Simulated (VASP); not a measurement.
# Al (Fm-3m) in VASP: further runs

Runs on Al. Level: PBE. Tasks: single point.

Program: VASP 6.6.1. These are calculated values, not measurements. Logs are shortened: lines on timing, memory, paths and dates and some standing lists are left out, and cuts for length are marked.

## 1. The undisturbed crystal

The structure is cubic, space group Fm-3m (No. 225). Conventional cell: a = 4.050 Å, b = 4.050 Å, c = 4.050 Å, α = 90.00°, β = 90.00°, γ = 90.00°. Al (site symmetry m-3m) is surrounded by 12 Al at 2.86 Å.

## 2. Single point, PBE (a relaxed cell with its volume scaled by 1.03)

INCAR reads:

```
PREC = Accurate ; ENCUT = 250
EDIFF = 1E-7 ; ISMEAR = 0
SIGMA = 0.1 ; LREAL = F
LASPH = T ; NELM = 80
ALGO = Normal ; ISIF = 2
LWAVE = F ; LCHARG = F
GGA = PE ; NBANDS = 8
```

KPOINTS reads:

```
regular mesh
0
Gamma
  18 18 18
```

POSCAR reads:

```
Al                                      
1.0
    0.0000000000      2.0404237953      2.0404237953
    2.0404237953      0.0000000000      2.0404237953
    2.0404237953      2.0404237953      0.0000000000
  Al            
     1
Direct
     0.0000000000000000    0.0000000000000000    0.0000000000000000
```

Potentials or basis: VASP PAW PBE potentials, release 64 (Al).

The run is started by

```console
$ cat potpaw_PBE.64/Al/POTCAR > POTCAR
$ mpirun -np 1 vasp_std > vasp.out
```

OUTCAR:

```text
PREC = Accurate
   ENCUT = 250
   EDIFF = 1E-7
   ISMEAR = 0
   LREAL = F
   LASPH = T
   NELM = 80
   ISIF = 2
   GGA = PE

 ion  position               nearest neighbor table
   1  0.000  0.000  0.000-

  LATTYP: Found a face centered cubic cell.
 ALAT       =     4.0808475906

  Lattice vectors:

 A1 = (   0.0000000000,   2.0404237953,   2.0404237953)
 A2 = (   2.0404237953,   0.0000000000,   2.0404237953)
 A3 = (   2.0404237953,   2.0404237953,   0.0000000000)

Analysis of symmetry for initial positions (statically):
=====================================================================
 Subroutine PRICEL returns:
 Original cell was already a primitive cell.

 Routine SETGRP: Setting up the symmetry group for a
 face centered cubic supercell.

 Subroutine GETGRP returns: Found 48 space group operations
 (whereof 48 operations were pure point group operations)
 out of a pool of 48 trial point group operations.

The static configuration has the point symmetry O_h .

Analysis of symmetry for dynamics (positions and initial velocities):
=====================================================================
 Subroutine PRICEL returns:
 Original cell was already a primitive cell.

 Routine SETGRP: Setting up the symmetry group for a
 face centered cubic supercell.

 Subroutine GETGRP returns: Found 48 space group operations
 (whereof 48 operations were pure point group operations)
 out of a pool of 48 trial point group operations.

The dynamic configuration has the point symmetry O_h .

 Subroutine INISYM returns: Found 48 space group operations
 (whereof 48 operations are pure point group operations),
 and found     1 'primitive' translations

----------------------------------------------------------------------------------------

                                     Primitive cell

  volume of cell :      16.9899

  direct lattice vectors                    reciprocal lattice vectors
     0.000000000  2.040423795  2.040423795    -0.245047132  0.245047132  0.245047132
     2.040423795  0.000000000  2.040423795     0.245047132 -0.245047132  0.245047132
     2.040423795  2.040423795  0.000000000     0.245047132  0.245047132 -0.245047132

  length of vectors
     2.885595004  2.885595004  2.885595004     0.424434084  0.424434084  0.424434084

  position of ions in fractional coordinates (direct lattice)
     0.000000000  0.000000000  0.000000000
[... 77 lines left out ...]
   LREAL  =      F    real-space projection
   EDIFFG = 0.1E-05   stopping-criterion for IOM
   NSW    =      0    number of steps for IOM
   IBRION =     -1    ionic relax: 0-MD 1-quasi-New 2-CG
   NFREE  =      0    steps in history (QN), initial steepest desc. (CG)
   ISIF   =      2    stress and relaxation
   ISYM   =      2    0-nonsym 1-usesym 2-fastsym
   POTIM  = 0.5000    time-step for ionic-motion
   TEBEG  =    0.0;   TEEND  =   0.0 temperature during run
   PSTRESS=    0.0 pullay stress
   NELECT =       3.0000    total number of electrons
   NUPDOWN=      -1.0000    fix difference up-down
   EMIN   =  10.00;   EMAX   =-10.00  energy-range for DOS
   EFERMI =   0.00;   METHOD = LEGACY
   ISMEAR =     0;   SIGMA  =   0.10  broadening in eV -4-tet -1-fermi 0-gaus
   EFERMI_NEDOS =   21; number of points for ismear=-14 and -15
   IALGO  =     38    algorithm
   IMIX   =      4    mixing-type and parameters
     AMIX     =   0.40;   BMIX     =  1.00
     AMIX_MAG =   1.60;   BMIX_MAG =  1.00
  volume/ion in A,a.u.               =      16.99       114.65
  Fermi-wavevector in a.u.,A,eV,Ry     =   0.918442  1.735603 11.476990  0.843535
  Thomas-Fermi vector in A             =   2.043524
   LORBIT       =      0    0 simple, 1 ext, 2 COOP (PROOUT), +10 PAW based schemes
   GGA     = PE    functional components
   LHFCALC =     F    Hartree Fock is set to
   AEXX    =    0.0000 exact exchange contribution
   IVDW    =     0    specifies the selected vdW correction
   LEPSILON=     F    determine dielectric tensor
   LRPA    =     F    only Hartree local field effects (RPA)
 non-spin polarized calculation
 Gauss-broadening in eV      SIGMA  =   0.10
  energy-cutoff  :      250.00
  volume of cell :       16.99
 maximum number of plane-waves:       169
   NGX =  7   NGY =  7   NGZ =  7

 number of electron       3.0000000 magnetization

 Free energy of the ion-electron system (eV)
  ---------------------------------------------------
  ext. energy  EPLUGINS =         0.00000000
  ---------------------------------------------------
  free energy    TOTEN  =        -3.73296535 eV

  energy without entropy =       -3.73031124  energy(sigma->0) =       -3.73163829

 E-fermi :   7.6971     XC(G=0): -10.0908

 val. band max:        7.6676125995   @ k =   0.5000   0.4444   0.0556
 cond. band min:       7.6982994809   @ k =  -0.3889   0.3889   0.1667
 fundamental gap:      0.0306868814
 Fermi energy:         7.6971351592

 k-point     1 :       0.0000    0.0000    0.0000
  band No.  band energies     occupation
      1      -3.2336      2.00000
      2      20.2090      0.00000
      3      20.2090      0.00000
      4      20.2090      0.00000
      5      21.4337      0.00000
      6      21.4337      0.00000
      7      21.4337      0.00000
      8      23.9597      0.00000
[... 243 lines left out ...]
 k-point    24 :      -0.2222    0.0556    0.0000
  band No.  band energies     occupation
      1      -1.6227      2.00000
      2      11.4897      0.00000
      3      16.8213      0.00000
      4      19.6278      0.00000
      5      21.3745      0.00000
      6      22.3723      0.00000
      7      22.8372      0.00000
      8      25.0319      0.00000

 [... further k-points ...]

------------------------ aborting loop because EDIFF is reached ----------------------------------------

  FORCE on cell =-STRESS in cart. coord.  units (eV):
  Direction    XX          YY          ZZ          XY          YZ          ZX
  --------------------------------------------------------------------------------------
  -------------------------------------------------------------------------------------
  Total       -0.2258339     -0.2258339     -0.2258339     -0.0000000     -0.0000000     -0.0000000
  in kB      -21.2965202    -21.2965202    -21.2965202     -0.0000000     -0.0000000     -0.0000000
  external PRESSURE =     -21.2965202 kB  Pullay stress =       0.0000000 kB

 VOLUME and BASIS-vectors are now :
 -----------------------------------------------------------------------------
  energy-cutoff  :      250.00
  volume of cell :       16.99
      direct lattice vectors                 reciprocal lattice vectors
     0.000000000  2.040423795  2.040423795    -0.245047132  0.245047132  0.245047132
     2.040423795  0.000000000  2.040423795     0.245047132 -0.245047132  0.245047132
     2.040423795  2.040423795  0.000000000     0.245047132  0.245047132 -0.245047132

 POSITION                                       TOTAL-FORCE (eV/Angst)
 -----------------------------------------------------------------------------------
      0.00000      0.00000      0.00000         0.000000      0.000000      0.000000
 -----------------------------------------------------------------------------------
    total drift:                                0.000000     -0.000000      0.000000

  FREE ENERGIE OF THE ION-ELECTRON SYSTEM (eV)
  ---------------------------------------------------
  free  energy   TOTEN  =        -3.7329653496 eV

  energy  without entropy=       -3.7303112382  energy(sigma->0) =       -3.73163829
```

OSZICAR:

```text
N       E                     dE             d eps       ncg     rms          rms(c)
DAV:   1    -0.334199084099E+01   -0.33420E+01   -0.58255E+02  3984   0.101E+02
DAV:   2    -0.375388737134E+01   -0.41190E+00   -0.40346E+00  4600   0.104E+01
DAV:   3    -0.375484314866E+01   -0.95578E-03   -0.95569E-03  3736   0.461E-01
DAV:   4    -0.375484417851E+01   -0.10298E-05   -0.10297E-05  4912   0.130E-02
DAV:   5    -0.375484417987E+01   -0.13665E-08   -0.10550E-08  3696   0.219E-04    0.147E+00
DAV:   6    -0.374231567130E+01    0.12529E-01   -0.16451E-03  4000   0.165E-01    0.842E-01
DAV:   7    -0.373297909452E+01    0.93366E-02   -0.50161E-03  4064   0.276E-01    0.171E-01
DAV:   8    -0.373296771431E+01    0.11380E-04   -0.10080E-05  4328   0.199E-02    0.175E-02
DAV:   9    -0.373296562178E+01    0.20925E-05   -0.10519E-06  4448   0.400E-03    0.673E-04
DAV:  10    -0.373296539210E+01    0.22969E-06   -0.29910E-09  3432   0.338E-04    0.322E-04
DAV:  11    -0.373296534962E+01    0.42477E-07   -0.14330E-10  1976   0.672E-05
   1 F= -.37329653E+01 E0= -.37316383E+01  d E =-.265411E-02
```

stdout:

```text
POSCAR found type information on POSCAR Al
 POSCAR found :  1 types and       1 ions
 scaLAPACK will be used
 LDA part: xc-table for (Slater+PW92), standard interpolation
 POSCAR, INCAR and KPOINTS ok, starting setup
 FFT: planning ... GRIDC
 FFT: planning ... GRID_SOFT
 FFT: planning ... GRID
 WAVECAR not read
 entering main loop
```

Run time: 8.1 s. Hardware: 1 thread of AMD EPYC 7R13 (Zen 3), shared host; peak memory 0.08 GiB.

What came out:

| Quantity | Value |
| --- | --- |
| Free energy | -3.7330 eV |
| Band gap on the k mesh | none (metal or under the smearing width) |

Caveat: the cutoff is under 1.25 times the usual one of these potentials, so pressure, stress and relaxed cells hold a basis-set (Pulay) error.

## 3. Single point, PBE (a relaxed cell with its volume scaled by 0.94)

INCAR is that of step 2.

KPOINTS is that of step 2.

POSCAR reads:

```
Al                                      
1.0
    0.0000000000      1.9791737515      1.9791737515
    1.9791737515      0.0000000000      1.9791737515
    1.9791737515      1.9791737515      0.0000000000
  Al            
     1
Direct
     0.0000000000000000    0.0000000000000000    0.0000000000000000
```

Potentials or basis: VASP PAW PBE potentials, release 64 (Al).

The run is started by

```console
$ cat potpaw_PBE.64/Al/POTCAR > POTCAR
$ mpirun -np 1 vasp_std > vasp.out
```

Run time: 6.3 s. Hardware: 1 thread of AMD EPYC 7R13 (Zen 3), shared host; peak memory 0.08 GiB.

Results (log left out):

```
Free energy            : -3.7176 eV
Band gap on the k mesh : none (metal or under the smearing width)
```

Levels at points of the mesh, in eV from the Fermi level:
```tsv
k point	band 1	band 2	band 3	band 4	band 5	band 6
(0.00, 0.00, 0.00)	-11.58	13.04	13.04	13.04	14.94	14.94
(0.50, 0.00, 0.00)	-4.85	-4.46	11.80	11.80	12.09	12.09
(0.50, 0.50, 0.00)	-3.08	-1.62	5.30	5.89	5.89	9.69
```

Caveat: the cutoff is under 1.25 times the usual one of these potentials, so pressure, stress and relaxed cells hold a basis-set (Pulay) error.
